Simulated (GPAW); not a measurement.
Runs of GPAW 26.7.0 on Te. It takes space group P3_121 (No. 152, trigonal). The conventional cell has a = 4.454 Å, b = 4.454 Å, c = 5.924 Å, α = 90.00°, β = 90.00°, γ = 120.00°. Te (site symmetry 2) has 2 Te at 2.86 Å as nearest neighbours. 

```csv
task,level,potentials or basis,spin,cell,band path,band points,eigensolver,optimizer,fmax,gap on the mesh (eV),pressure (GPa),largest force (eV/Å)
band structure,GLLB-SC,"the program's PAW data sets (release 1.2.1) made for this functional, pw",off,as given,"GMKGALHA,LM,KH",60,-,-,-,0.43,-,-
relaxation of cell and atoms,BLYP+D3,"PAW data sets generated in the run's folder for this functional, pw",off,relaxed,-,-,davidson,BFGS,0.02 eV/Å,0.98,0.0,-
relaxation of cell and atoms,PBE+D4,"GPAW PAW data sets (gpaw-data 1.2.1), pw",off,relaxed to -1 GPa,-,-,-,BFGS,0.05 eV/Å,(a),-1.1,0.03
band structure,PBE,"GPAW PAW data sets (gpaw-data 1.2.1), pw","SOC, no magnetisation",as given,"GMKGALHA,LM,KH",100,-,-,-,-,(b),0.12
```

Alike in all rows: k mesh 5 × 5 × 3; cutoff (eV) 600; smearing fermi-dirac 0.05 eV.

Question: Fill in the values left out.

Answer: (a) 0.72; (b) 1.1.

Caveats: spin-orbit coupling is left out, which moves the levels of the heavy elements (some runs); an odd mesh through Γ misses points on the zone boundary, where band edges often lie (some runs); later steps reuse the first step's grids (some runs); the GLLB-SC gap is the Kohn-Sham gap of the path plus the derivative discontinuity (some runs); a model potential gives levels but no total energy (some runs); spin-orbit coupling was added after a scalar SCF, so levels and gaps hold it while energy, forces, pressure and moments don't (some runs); this program's spin-orbit splittings come out too wide for heavy elements (some runs).

A k mesh can miss the band edges, and rows without SOC leave out spin-orbit coupling on Te.
